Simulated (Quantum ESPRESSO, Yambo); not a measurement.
# Quasiparticle gap of SiC (F-43m) in Yambo, part 2 of 3

How does a plane-wave GW calculation on SiC (F-43m) run from the first input to the gap?

Quantum ESPRESSO 7.5 and Yambo 5.3.0; PBE and many-body steps on it, plane waves. Known limits of the many-body steps: not at the basis limit; coarse k mesh.

So far. Step 2 (Ground state): The gap is indirect, with the least direct gap 3.19 eV higher. Step 3 (Bands along the symmetry lines): The gap is 1.361 eV, as in the run before at this level.

## 4. Empty states on the mesh, 4×4×4 mesh, 50 bands

Level of this step: DFT, PBE, plane waves, norm-conserving pseudopotentials (Quantum ESPRESSO).

The sums over transitions need many empty states on a uniform mesh; this step solves for them.

Contents of pw.in:

```
&control
  calculation = 'nscf'
  prefix = 'x'
  outdir = 'o'
  pseudo_dir = 'pseudo'
/
&system
  ibrav = 0
  nat = 2
  ntyp = 2
  ecutwfc = 74.0
  nbnd = 50
  force_symmorphic = .true.
/
&electrons
  conv_thr = 1e-9
  electron_maxstep = 80
  diago_full_acc = .true.
  diago_thr_init = 5e-6
/
ATOMIC_SPECIES
  Si 28.085 Si.upf
  C 12.011 C.upf
CELL_PARAMETERS angstrom
  -0.0000000000 2.1790000000 2.1790000000
  2.1790000000 -0.0000000000 2.1790000000
  2.1790000000 2.1790000000 -0.0000000000
ATOMIC_POSITIONS crystal
  Si 0.0000000000 0.0000000000 0.0000000000
  C 0.2500000000 0.2500000000 0.2500000000
K_POINTS automatic
  4 4 4 0 0 0
```

Command:

```console
$ OMP_NUM_THREADS=1 mpirun -n 4 pw.x -nk 4 -in pw.in > pw.out
```

Log:

```text
[banner, memory and clock lines left out]
Program PWSCF v.7.5 starts

     Atomic positions and unit cell read from directory:
     o/x.save/

     Message from routine setup:
     using ibrav=0 with symmetry is DISCOURAGED, use correct ibrav instead

     G-vector sticks info

     bravais-lattice index     =            0
     lattice parameter (alat)  =       5.8233  a.u.
     unit-cell volume          =     139.6363 (a.u.)^3
     number of atoms/cell      =            2
     number of atomic types    =            2
     number of electrons       =         8.00
     number of Kohn-Sham states=           50
     kinetic-energy cutoff     =      74.0000  Ry
     charge density cutoff     =     296.0000  Ry
     Exchange-correlation= PBE
                           (   1   4   3   4   0   0   0)

     celldm(1)=   5.823326  celldm(2)=   0.000000  celldm(3)=   0.000000
     celldm(4)=   0.000000  celldm(5)=   0.000000  celldm(6)=   0.000000

     crystal axes: (cart. coord. in units of alat)
               a(1) = (  -0.000000   0.707107   0.707107 )
               a(2) = (   0.707107  -0.000000   0.707107 )
               a(3) = (   0.707107   0.707107  -0.000000 )

     reciprocal axes: (cart. coord. in units 2 pi/alat)
               b(1) = ( -0.707107  0.707107  0.707107 )
               b(2) = (  0.707107 -0.707107  0.707107 )
               b(3) = (  0.707107  0.707107 -0.707107 )
     Pseudo is Norm-conserving + core correction, Zval =  4.0
     Generated using ONCVPSP code by D. R. Hamann
     Using radial grid of 1510 points,  6 beta functions with:
     Pseudo is Norm-conserving + core correction, Zval =  4.0
     Generated using ONCVPSP code by D. R. Hamann
     Using radial grid of 1248 points,  4 beta functions with:
     Si                4.00    28.08500     Si( 1.00)
     C                 4.00    12.01100     C ( 1.00)

     24 Sym. Ops. (no inversion) found

   Cartesian axes

     site n.     atom                  positions (alat units)
         1        Si     tau(   1) = (   0.0000000   0.0000000   0.0000000  )
         2        C      tau(   2) = (   0.3535534   0.3535534   0.3535534  )

     number of k points=     8
                       cart. coord. in units 2pi/alat
        k(    1) = (   0.0000000   0.0000000   0.0000000), wk =   0.0312500
        k(    2) = (   0.1767767   0.1767767  -0.1767767), wk =   0.2500000
        k(    3) = (  -0.3535534  -0.3535534   0.3535534), wk =   0.1250000
[...]
k(    7) = (  -0.7071068   0.0000000   0.0000000), wk =   0.0937500
        k(    8) = (  -0.7071068   0.3535534   0.0000000), wk =   0.1875000

     Dense  grid:    12039 G-vectors     FFT dimensions: (  32,  32,  32)

     The potential is recalculated from file :
     o/x.save/charge-density

     Starting wfcs are    8 randomized atomic wfcs +   42 random wfcs

     Band Structure Calculation

     End of band structure calculation

          k = 0.0000 0.0000 0.0000 (  1459 PWs)   bands (ev):

    -5.9135   9.4961   9.4961   9.4961  15.7194  16.8074  16.8074  16.8074
    24.0247  24.0247  25.9551  26.7794  26.7794  26.7794  33.0140  43.0988
    43.0988  43.0988  51.0830  51.0830  51.0830  52.3680  52.3680  57.2867
[...]
82.8659  82.8659

          k = 0.1768 0.1768-0.1768 (  1489 PWs)   bands (ev):

[...]
91.8202  91.8202

          k =-0.3536-0.3536 0.3536 (  1502 PWs)   bands (ev):

[...]
67.3231  70.3832  74.4699  74.9168  74.9168  76.7796  76.7796  78.5456
    83.7103  84.4806  84.4806  90.2903  90.2903  92.1546  92.1546  92.5440
    93.9115  93.9115

          k = 0.3536 0.0000 0.0000 (  1491 PWs)   bands (ev):

     [... further k-points ...]

     highest occupied, lowest unoccupied level (ev):     9.4961   10.8574

     XML data file, pseudopotentials, collected wavefunctions
```

The job ended after 1.5 s (4 MPI ranks of Arm Neoverse V1, shared host; peak memory 0.05 GiB; 5.7 s of CPU time).

Numbers from this step:

```yaml
gap: 1.361 eV
k_of_the_valence_top: 0, 0, 0
k_of_the_conduction_bottom: 0, -0.5, -0.5
least_direct_gap: 4.553 eV
k_points_computed: 8
lowest_point_of_the_top_converged_band_above_the_valence_top: 73.3698 eV
```

On this mesh the gap is 1.361 eV.

## 5. Conversion and set-up

This step: Yambo 5.3.0; conversion and set-up on PBE, plane waves, norm-conserving pseudopotentials.

The states are converted to the many-body program's format and the q mesh is built.

Command:

```console
$ (cd o/x.save; p2y > p2y.log; mv SAVE ../..); yambo > setup.log
```

Log:

```text
 Yambo, version 5.3.0

 [02] CORE Variables Setup
 =========================

  [02.01] Unit cells
  ==================

  Cell kind             :  FCC
  Atoms in the cell     :  Si  C
  number of Si atoms    :  1
  number of C  atoms    :  1

  List of atomic masses
  Mass of Si    :  28.08500
  Mass of C     :  12.01100

  List of atomic coordinates    : [cc]
  Si1       :  0.000000  0.000000  0.000000  order 1
  C1       :  2.058857  2.058857  2.058857  order 2

  Alat factors          :  4.117713  4.117713  4.117713 [a.u.]
  Direct lattice volume :  139.6363 [a.u.]
  Direct lattice vectors:  A[ 1 ]  A[ 2 ]  A[ 3 ]
   A[ 1 ]: -0.000000  1.000000  1.000000  [iru]
  -0.000000  4.117713  4.117713  [cc]
   A[ 2 ]:  1.000000 -0.000000  1.000000  [iru]
   4.117713 -0.000000  4.117713  [cc]
   A[ 3 ]:  1.000000  1.000000 -0.000000  [iru]
   4.117713  4.117713 -0.000000  [cc]

  Recip. lattice volume :  1.776402 [a.u.]
  Recip. lattice vectors:  B[ 1 ]  B[ 2 ]  B[ 3 ]
   B[ 1 ]: -0.500000  0.500000  0.500000  [iku]
  -0.762946  0.762946  0.762946  [cc]
   B[ 2 ]:  0.500000 -0.500000  0.500000  [iku]
   0.762946 -0.762946  0.762946  [cc]
   B[ 3 ]:  0.500000  0.500000 -0.500000  [iku]
   0.762946  0.762946 -0.762946  [cc]

  [02.02] Symmetries
  ==================

  Inversion symmetry    : yes
  Spatial inversion     : no
  Inversion index       :  25
  K-space Time-reversal : yes
  Magnetic symmetries   : no
  Time-reversal derived K-space symmetries:   25   48
  Group table correct   : yes
  Symmetries units      :  [cc]

   [S  1]:   1.0000      0.53036E-18  0.53036E-18  0.53036E-18   1.0000     -0.53036E-18 -0.53036E-18 -0.53036E-18   1.0000
   [S  2]:  -1.0000     -0.53036E-18  0.53036E-18 -0.53036E-18  -1.0000     -0.53036E-18  0.53036E-18  0.53036E-18   1.0000
   [S  3]:  -1.0000      0.53036E-18 -0.53036E-18 -0.53036E-18   1.0000      0.53036E-18  0.53036E-18 -0.53036E-18  -1.0000
[...]
[S  9]:  0.53036E-18   1.0000      0.53036E-18 -0.53036E-18  0.53036E-18   1.0000       1.0000     -0.53036E-18 -0.53036E-18
   [S 10]:  0.53036E-18  -1.0000     -0.53036E-18 -0.53036E-18 -0.53036E-18  -1.0000       1.0000      0.53036E-18  0.53036E-18
     [... 36 further rows ...]
   [S*47]:   1.0000      0.53036E-18 -0.53036E-18  0.53036E-18 -0.53036E-18  -1.0000     -0.53036E-18   1.0000      0.53036E-18
   [S*48]:   1.0000     -0.53036E-18  0.53036E-18  0.53036E-18  0.53036E-18   1.0000     -0.53036E-18  -1.0000     -0.53036E-18

  [02.03] Reciprocal space
  ========================

  nG shells         :  171
  nG charge         :  12039
  nG WFs            :  1909
  nC WFs            :  1524
  G-vecs. in first 17 shells:  [ Number ]
     1    9   15   27   51   59   65   89  113
    137   169   181   229   259   283   307   331
  ...
  Shell energy in first 17 shells:  [ mHa ]
[...]
K_min[ 3 ] : -0.95379E-17  0.25000      0.10718E-16 [rlu]
  Grid dimensions      :   4   4   4
  K lattice UC volume  :  0.027756 [a.u.]

  IBZ K-points                                      :   8
  BZ  K-points                                      :   64

  K/Q-points units:
  rlu = crystal or reduced units; cc = cartesian coordinates; iku = interal k-units

  K [1]          [rlu]:  0.000000  0.000000  0.000000
         WF components:  1459
  K [2]          [rlu]:  0.95379E-17  0.95379E-17  0.25000
         WF components:  1489
  K [3]          [rlu]: -0.19076E-16 -0.19076E-16 -0.50000
         WF components:  1502
  K [4]          [rlu]:  0.23594E-17  0.25000      0.25000
         WF components:  1491
  K [5]          [rlu]:  0.77657E-17  0.25000     -0.50000
         WF components:  1498
  [... 2 further k-points ...]
  K [8]          [rlu]:  0.250000 -0.500000 -0.250000
         WF components:  1480

  [02.05] Energies & Occupations
  ==============================

  [X] === General ===
  [X] Electronic Temperature                        :  0.000000  0.000000 [eV K]
  [X] Bosonic    Temperature                        :  0.000000  0.000000 [eV K]
  [X] Finite Temperature mode                       : no
  [X] El. density                                   :  0.38662E+24 [cm-3]
  [X] Fermi Level                                   :  9.496076 [eV]

  [X] === Gaps and Widths ===
  [X] Conduction Band Min                           :  1.361350 [eV]
  [X] Valence Band Max                              :  0.000000 [eV]
  [X] Filled Bands                                  :   4
  [X] Empty Bands                                   :    5   50
  [X] Direct Gap                                    :  4.552957 [eV]
  [X] Direct Gap localized at k                     :   7
  [X] Indirect Gap                                  :  1.361350 [eV]
  [X] Indirect Gap between kpts                     :   1   7
  [X] Last valence band width                       :  4.691459 [eV]
  [X] 1st conduction band width                     :  4.862001 [eV]

  E @ K [1]:  [eV]
   -15.4096    -0.512815E-8 -0.318438E-8   0.00000      6.22335      7.31127      7.31127      7.31127
  occ @ K [1]
[...]
E @ K [2]:  [eV]
[...]
occ @ K [2]
[...]
E @ K [3]:  [eV]
[...]
occ @ K [3]
[...]
E @ K [4]:  [eV]
[...]
occ @ K [4]
[...]
E @ K [5]:  [eV]
[...]
occ @ K [5]
[...]
[... 2 further k-points ...]
  E @ K [8]:  [eV]
  -10.16196  -7.02712  -4.99241  -4.69146   5.21387   9.43879   9.45429   9.79475
  occ @ K [8]
   2.000000  2.000000  2.000000  2.000000  0.000000  0.000000  0.000000  0.000000

 [03] Transferred momenta grid and indexing
 ==========================================

 IBZ Q-points                                      :   8
 BZ  Q-points                                      :   64

 K/Q-points units:
 rlu = crystal or reduced units; cc = cartesian coordinates; iku = interal k-units

 Q [1]          [rlu]:  0.000000  0.000000  0.000000
 Q [2]          [rlu]: -0.86518E-17 -0.86518E-17  0.25000
 Q [3]          [rlu]:  0.17304E-16  0.17304E-16 -0.50000
[...]
Q [7]          [rlu]: -0.47188E-17 -0.50000     -0.50000
 Q [8]          [rlu]:  0.250000 -0.500000 -0.250000

  [03.01] X indexes
  =================

   [03.01.01] Sigma indexes
   ========================

 [06] Game Over & Game summary
```

Wall time 2.1 s (1 MPI rank); peak memory 0.23 GiB.

(Part 2 of 3 ends here.)

[Paths, hosts, dates, memory and timing lines, banners, echoed tables and standing remarks are left out of the program output.]

[Logs are printed without paths, hosts, clocks, repeated set-up lines and the standing remarks that a program may print on its own settings, such as how far it seeks lower states.]

[Runs of the session that timed out or met a known fault of the program may be left out.]

[Hosts, paths, dates, database ids (printed as entryN), source tags and the programs' standing remarks are cut or masked in the printed files.]
